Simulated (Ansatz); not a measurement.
The system is Ni.

```
Ni
1.0
     0.00000    1.73757    1.73757
     1.73757    0.00000    1.73757
     1.73757    1.73757    0.00000
Ni
1
Cartesian
  0.0000 0.0000 0.0000
```

Base run:

* Program: Ansatz 0.2.0
* Functional: PBE
* Potentials or basis: Ansatz PAW
* Cutoff: 420 eV (not typed: the program's choice for these potentials)
* k mesh: 13 × 13 × 13
* Occupations: gaussian, width 0.012 eV
* Spin: collinear spin, ferromagnetic start
* Starting moments: [1.0] μB

Its results: band gap on the k mesh none (metal or under the smearing width); pressure 8.0 GPa; net moment 0.64 μB per cell; site moments Ni +0.68 μB.

The run is repeated on the same cell with these changes: functional from PBE to r2SCAN; cutoff from 420 eV (not typed: the program's choice for these potentials) to 500 eV (not typed: the program's choice for these potentials); occupations from gaussian, width 0.012 eV to fermi-dirac, width 0.05 eV. What comes out?

Band gap on the k mesh none (metal or under the smearing width); pressure 0.1 GPa; net moment 0.70 μB per cell; site moments Ni +0.77 μB.

Caveats: the magnetic or orbital state may not be the lowest (some runs); the PAW data sets come from PBE, with cores solved anew for the run's functional, which leaves a small shift of forces and pressure (some runs).
